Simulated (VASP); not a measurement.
Set up this calculation in VASP 6.6.1, as the native input.

| Quantity | Value |
| --- | --- |
| Task | relaxation of cell and atoms |
| Functional | vdW-DF2 |
| Potentials or basis | VASP PAW PBE potentials, release 64 (Si, C) |
| Cutoff | 600 eV |
| k mesh | 10 × 10 × 10 |
| Occupations | fermi-dirac, width 0.05 eV |
| Spin | no spin polarisation |
| Further INCAR settings | ALGO = Fast; EDIFF = 1e-07; IBRION = 2; EDIFFG = -0.005; NSW = 40; ISIF = 3 |

The structure of SiC (Moissanite 3C) lies in POSCAR:

```
SiC
1.0
    0.0000000000      2.1790000000      2.1790000000
    2.1790000000      0.0000000000      2.1790000000
    2.1790000000      2.1790000000      0.0000000000
Si C
1 1
Direct
    0.0000000000      0.0000000000      0.0000000000
    0.7500000000      0.7500000000      0.7500000000
```

The input as run:

INCAR

```
PREC = Accurate
ENCUT = 600
EDIFF = 1E-7
ISMEAR = -1
SIGMA = 0.05
LREAL = False
LASPH = True
NELM = 60
ALGO = Fast
ISIF = 3
LWAVE = False
LCHARG = False
GGA = ML
LUSE_VDW = True
AGGAC = 0.0
ZAB_VDW = -1.8867
IBRION = 2
NSW = 40
EDIFFG = -0.005
```

KPOINTS

```
Automatic mesh
0
Gamma
  10 10 10
```

Potentials or basis: VASP PAW PBE potentials, release 64 (Si, C).

The run is started by

```sh
$ cat potpaw_PBE.64/Si/POTCAR potpaw_PBE.64/C/POTCAR > POTCAR
$ mpirun -np 1 vasp_std > vasp.out
```

Results of the run:

The relaxed volume is 10.83 Å³/atom and the relaxed cell is a = 3.129 Å, b = 3.129 Å, c = 3.129 Å, α = 60.00°, β = 60.00°, γ = 60.00°. The space group after relaxing (to 0.05 Å) is F-43m (No. 216). The energy gained by relaxing is 13.9 meV/atom, the ionic steps are 3 and the pressure after relaxing is 0.0 GPa. The band gap on the k mesh is 1.96 eV, indirect (least direct gap 4.98 eV).

Caveat: the PAW data sets were made with another functional, which shifts forces and pressure a little.

Run time: 2.8 min on 1 thread of AMD EPYC 7R43 64-Core Processor (Zen 3) (shared host), peak memory 0.28 GiB.
